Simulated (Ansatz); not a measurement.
Computed with DFT PBE, scalar-relativistic, plane waves, PAW (Ansatz 0.2.0). All cells share a 420 eV cutoff and Γ-centred k meshes spaced at most about 0.3 Å⁻¹ (about 0.25 or finer for metals, 2π included). No spin polarisation.

All energies are static (0 K, no zero-point motion).

Two forms of B₂P were relaxed alike.

1.

```xyz
6
Lattice="2.6968 -1.5444 0.0000 2.6968 1.5444 0.0000 -0.0145 0.0000 7.6291" Properties=species:S:1:pos:R:3 pbc="T T T"
B     2.6913    0.0000    0.8680
B     2.6877    0.0000    6.7611
B     4.5229    0.0000    4.0862
B     0.8561    0.0000    3.5429
P     0.9028    0.0000    1.5978
P     4.4762    0.0000    6.0313
```

2.

```xyz
6
Lattice="5.6026 -1.5174 0.0000 5.6026 1.5174 0.0000 -0.8324 0.0000 3.5488" Properties=species:S:1:pos:R:3 pbc="T T T"
B     9.2847    0.0000    0.8169
B     4.3443    0.0000    1.6214
B     6.0285    0.0000    1.9275
B     1.0881    0.0000    2.7319
P     3.0574    0.0000    3.0660
P     7.3154    0.0000    0.4829
```

Question: Which is lower in energy, and by how much?

Answer: Cell 1 is lower, by 145 meV/atom. Cell 1 has B and P ordered on diamond sites, space group C2/m (No. 12), 10.6 Å³/atom and no gap on its mesh; cell 2 has space group C2/m (No. 12), 10.1 Å³/atom and no gap. Counting P atoms around B (those within 1.25 times the shortest such distance or 1.15 times the sum of covalent radii; a plus sign parts nearer from farther groups; a slash parts the counts of unlike sites), cell 1 has B 1/3 and cell 2 has B 1+1/3. Cell 1 holds B–B nets (shortest 1.74 Å); cell 2 holds B–B chains (shortest 1.71 Å). The lower one is the more open, so pressure narrows the difference. Even the lower one lies +0.09 eV/atom against the reference forms of the elements (uncorrected), so neither is stable at this level. In cell 1, around B on its first site lie 1 B at 1.74 Å and 3 P at 1.93 Å; B on its second site is surrounded by 3 B at 1.81–1.90 Å and 1 P at 1.95 Å; P is surrounded by 4 B at 1.93–1.95 Å. In cell 2, around B on its first site lie 2 B at 1.84 Å and 3 P at 2.00–2.01 Å; around B on its second site lie 1 B at 1.71 Å, 2 B at 1.84 Å, 1 P at 1.93 Å and 1 P at 2.15 Å; P is surrounded by 4 B at 1.93–2.01 Å and 1 B at 2.15 Å. Both come from invented guesses. Shaken at random and relaxed again, cell 2 came back. The lowest form computed isn't among them: it has space group P1 (No. 1), 9.9 Å³/atom and lies 84 meV/atom below the best shown.

Cells without such a test can be saddle points. Some structure types and database cells were kept out of the candidates from the start, so a known form may be missing.
